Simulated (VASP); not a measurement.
## CaF2: single point with PBE

CaF2:

```
CELL_PARAMETERS angstrom
-5.58218 2.79109 2.79109
-2.79109 5.58218 -2.79109
-5.58218 -2.79109 -2.79109
ATOMIC_POSITIONS crystal
Ca 0.99427 0.00616 0.99526
Ca 0.18621 0.68196 0.49983
Ca 0.50022 0.03498 0.46253
Ca 0.31122 0.37081 0.98450
Ca 0.88317 0.31697 0.50573
Ca 0.67860 0.69374 0.99035
F 0.18794 0.97331 0.60242
F 0.27573 0.72214 0.12918
F 0.66734 0.00785 0.10711
F 0.26285 0.36961 0.66516
F 0.95351 0.34939 0.11660
F 0.80307 0.68313 0.65945
F 0.35201 0.02041 0.89079
F 0.57835 0.54491 0.43558
F 0.83538 0.03113 0.44805
F 0.66918 0.31831 0.83332
F 0.20549 0.34163 0.33123
F 0.03829 0.68920 0.90550
```

```
Program                : VASP 6.6.1
Task                   : single point
Functional             : PBE
Potentials or basis    : VASP PAW PBE potentials, release 64 (Ca_sv, F)
Cutoff                 : 520 eV
k mesh                 : 4 × 4 × 4
Occupations            : fermi-dirac, width 0.1034 eV
Spin                   : no spin polarisation
Dipole correction      : no
Further INCAR settings : LREAL = Auto; ALGO = Fast; EDIFF = 1e-07; NBANDS = 87
```

- Pressure: 3.0 GPa
- Largest force: 2.206 eV/Å
- Band gap on the k mesh: 5.77 eV, indirect (least direct gap 5.78 eV)

Forces on the atoms (eV/Å):
```
Ca  -1.276  1.721  0.527
Ca   0.877 -0.400 -0.325
Ca  -1.162 -0.459 -0.903
Ca   0.630 -0.794  0.401
Ca  -0.561  0.049  0.361
Ca   0.420 -0.306 -0.171
F    0.124  0.139 -0.334
F   -0.667 -0.729  0.249
F    0.517 -1.486 -1.356
F   -0.225 -0.318  1.027
F    0.736 -0.178 -0.245
F    0.861  0.149  0.535
F   -0.665  0.002  0.550
F    1.225  1.117 -1.275
F    0.381  0.258  0.441
F   -0.897  0.376  0.276
F   -0.516  0.294  0.510
F    0.200  0.566 -0.268
```

Stress tensor (GPa, compression positive):
```
 2.39 -0.02 -0.75
-0.02  3.33  0.51
-0.75  0.51  3.31
```

Levels at points of the mesh, in eV from the valence-band top:
```tsv
k point	band 70	band 71	band 72	band 73	band 74	band 75
(0.00, 0.00, 0.00)	-0.40	-0.18	-0.01	5.77	7.11	7.31
(0.50, 0.00, 0.00)	-0.40	-0.19	-0.01	6.65	7.04	7.31
(0.50, 0.50, 0.00)	-0.45	-0.20	-0.01	6.68	7.17	7.41
(0.00, 0.50, 0.00)	-0.43	-0.23	-0.01	6.64	7.17	7.36
(0.00, 0.00, 0.50)	-0.52	-0.21	-0.01	6.58	7.12	7.38
(0.50, 0.00, 0.50)	-0.49	-0.24	0.00	6.75	7.19	7.30
(0.50, 0.50, 0.50)	-0.52	-0.15	-0.03	6.83	7.25	7.41
(0.00, 0.50, 0.50)	-0.51	-0.19	-0.03	6.82	7.28	7.50
```

Wall time 44 min on 1 thread of Intel(R) Xeon(R) 6975P-C (Granite Rapids), with other jobs on the host, peak memory 0.7 GiB.

Caveat: forces of over 1 eV/Å show positions far from the minimum, so gaps and moduli don't describe the material at rest. Expect the measured gap to be larger: semilocal functionals such as PBE lack the derivative discontinuity.
